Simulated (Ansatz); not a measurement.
Ge:

```
Ge
1.0
    -1.60842    1.60842    1.87318
     1.60842   -1.60842    1.87318
     1.60842    1.60842   -1.87318
Ge
1
Direct
  0.50000 0.50000 0.00000
```

The cell was built by a generator and needn't be a form met in nature.

- Program: Ansatz 0.2.0
- Task: relaxation of cell and atoms
- Functional: PBEsol
- Dispersion: D4
- Potentials or basis: Ansatz PAW
- Cutoff: 420 eV (not typed: the program's choice for these potentials)
- k mesh: 12 × 12 × 12
- Occupations: fermi-dirac, width 0.05 eV
- Spin: no spin polarisation

At the start: volume 19.38 Å³/atom.

Q: Where does the relaxation end?

A: It ends after 8 steps and the volume is 17.99 Å³/atom (-7.2 %); space group I4/mmm (No. 139, to 0.05 Å).

The path:
| step | energy change (eV) | largest force (eV/Å) | volume (Å³) |
| --- | --- | --- | --- |
| 1 | 0.0000 | 0.0000 | 19.38 |
| 2 | -0.0195 | 0.0000 | 17.68 |
| 3 | -0.0211 | 0.0000 | 18.07 |
| 4 | -0.0212 | 0.0000 | 18.02 |
| 5 | -0.0213 | 0.0000 | 17.94 |
| 6 | -0.0213 | 0.0000 | 17.92 |
| 7 | -0.0214 | 0.0000 | 17.99 |
| 8 | -0.0211 | 0.0000 | 17.99 |

Final structure:
```
CELL_PARAMETERS angstrom
-1.57401 1.57401 1.81496
1.57401 -1.57401 1.81496
1.57401 1.57401 -1.81496
ATOMIC_POSITIONS crystal
Ge 0.50000 0.50000 0.00000
```

Caveat: the plane-wave basis is chosen anew once the cell has moved, so the energies of steps on either side of that aren't comparable; pairwise dispersion overbinds metals, which lowers pressure and volume; the PAW data sets come from PBE, with cores solved anew for the run's functional, which leaves a small shift of forces and pressure.
